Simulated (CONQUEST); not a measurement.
Crystal: Ge.

```
Ge
1.0
     4.00068    0.00000    0.00000
     0.00000    4.00068    0.00000
     0.00000    0.00000    5.65782
Ge
4
Direct
  0.00000 0.50000 0.25000
  0.50000 0.00000 0.75000
  0.00000 0.00000 0.50000
  0.50000 0.50000 0.00000
```

```yaml
Program: CONQUEST 1.3
Task: single point
Functional: PBE
Potentials_or_basis: PseudoDojo NC PBE, DZP, grid cutoff 120 Ha
k_mesh: 7 × 7 × 5
Occupations: fermi-dirac, width 0.05 eV
Spin: no spin polarisation
```

On this cell: pressure 4.2 GPa; largest force zero by symmetry; band gap on the k mesh none (metal or under the smearing width).

The same run follows on a disturbed copy (atoms moved at random, drawn with an rms of 0.05 Å):

```
Ge
1.0
     4.00068    0.00000    0.00000
     0.00000    4.00068    0.00000
     0.00000    0.00000    5.65782
Ge
4
Direct
  0.00045 0.51385 0.24711
  0.50045 0.01385 0.74711
  0.00157 0.00202 0.49142
  0.50157 0.50203 0.99142
```

Q: What changes?

A: The energy (extrapolated to zero smearing) moves by +9.8 meV/atom; pressure 4.3 GPa; largest force 0.717 eV/Å; band gap on the k mesh none (metal or under the smearing width).

Forces in eV/Å, atoms in the order of the input:
```
Ge   0.046 -0.596 -0.395
Ge   0.046 -0.596 -0.395
Ge  -0.040  0.593  0.395
Ge  -0.040  0.593  0.395
```

Caveats: the basis of atomic orbitals isn't converged, which shifts pressures, moduli and gaps; the box holds several primitive cells, so bands are folded and the points are those of the box's own zone (some runs); the real-space grid breaks the cell's symmetry a little (some runs).
